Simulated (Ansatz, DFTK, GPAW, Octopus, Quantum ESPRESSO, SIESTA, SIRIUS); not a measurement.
# MoS2: programs and potentials compared

```xyz
3
Lattice="3.1841 0.0000 0.0000 -1.5921 2.7575 0.0000 0.0000 0.0000 17.3346" Properties=species:S:1:pos:R:3 pbc="T T T"
Mo    0.0000    0.0000    0.0000
S     0.0000    1.8384   15.7833
S     0.0000    1.8384    1.5513
```

Measurements of this composition are mostly on another form, of space group No. 194.

The cell holds a layer with vacuum beside it, so values per volume hang on the cell's height.

Alike in all runs: task single point; functional PBEsol; k mesh 10 × 10 × 2; occupations fermi-dirac, width 0.05 eV; no spin polarisation; no spin-orbit coupling.

```tsv
program and potentials	plane-wave cutoff (eV)	notes	largest force (eV/Å)
Quantum ESPRESSO, GBRV 1.5 PBEsol	612	-	0.165
DFTK, PseudoDojo SR PBEsol 0.4.1 standard (PBEsol)	1088	-	?
SIESTA, files PseudoDojo sr-pbesol-0.4.1-standard, DZP (energy shift 0.003 Ry; two zetas on semicore shells)	-	atomic basis	0.241
SIRIUS, all-electron FP-LAPW, apw+lo standard	-	-	0.149
Octopus, pseudodojo_pbesol (PseudoDojo 0.4, PBEsol)	-	-	0.133
Ansatz, all-electron LAPW, scalar-relativistic	-	-	0.148
GPAW, PAW data sets generated for this functional	600	-	0.149
```

**Question.** Estimate from the other rows what the run with DFTK, PseudoDojo SR PBEsol 0.4.1 standard (PBEsol) gave.

**Answer.** Largest force 0.140 eV/Å. The other rows, which needn't bracket it: largest force 0.133 to 0.241.
